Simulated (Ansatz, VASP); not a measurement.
## Al2Au: VASP beside Ansatz

```
Au Al
1.0
     0.00000    3.00000    3.00000
     3.00000    0.00000    3.00000
     3.00000    3.00000    0.00000
Au Al
1 2
Direct
  0.00000 0.00000 0.00000
  0.75000 0.75000 0.75000
  0.25000 0.25000 0.25000
```

Alike in both runs: task relaxation of cell and atoms; functional LDA; k mesh 8 × 8 × 8; occupations fermi-dirac, width 0.05 eV; no spin polarisation.

```csv
,VASP,Ansatz
version,VASP 6.6.1,Ansatz 0.2.0
potentials or method,"VASP PAW LDA potentials, release 64 (Au, Al)",Ansatz PAW
plane-wave cutoff (eV),600,420
valence electrons in the cell,17,25
```

Ansatz gave:

| Quantity | Value |
| --- | --- |
| gap on the k mesh at the Fermi level, each at its own relaxed structure (eV) | none |
| relaxed volume (Å³/atom) | 17.60 |
| relaxed cell length with the largest relative difference (Å) | 4.211 |
| energy change over the relaxation (meV/atom) | -3 |

Q: Which values does VASP return?

A: gap on the k mesh at the Fermi level, each at its own relaxed structure (eV): none; relaxed volume (Å³/atom): 17.63; relaxed cell length with the largest relative difference (Å): 4.213; energy change over the relaxation (meV/atom): -3.

A gap of «none» marks a metal or a gap that the smearing closes. The two sets of potentials don't hold the same shells in valence.

Caveats: the plane-wave basis is chosen anew once the cell has moved, so the energies of steps on either side of that aren't comparable (Ansatz); the PAW data sets come from PBE, with cores solved anew for the run's functional, which leaves a small shift of forces and pressure (Ansatz). Spin-orbit coupling is left out, which matters for the levels of Au. LDA usually gives volumes a few per cent too small. Zero-point motion and thermal expansion aren't in these numbers.
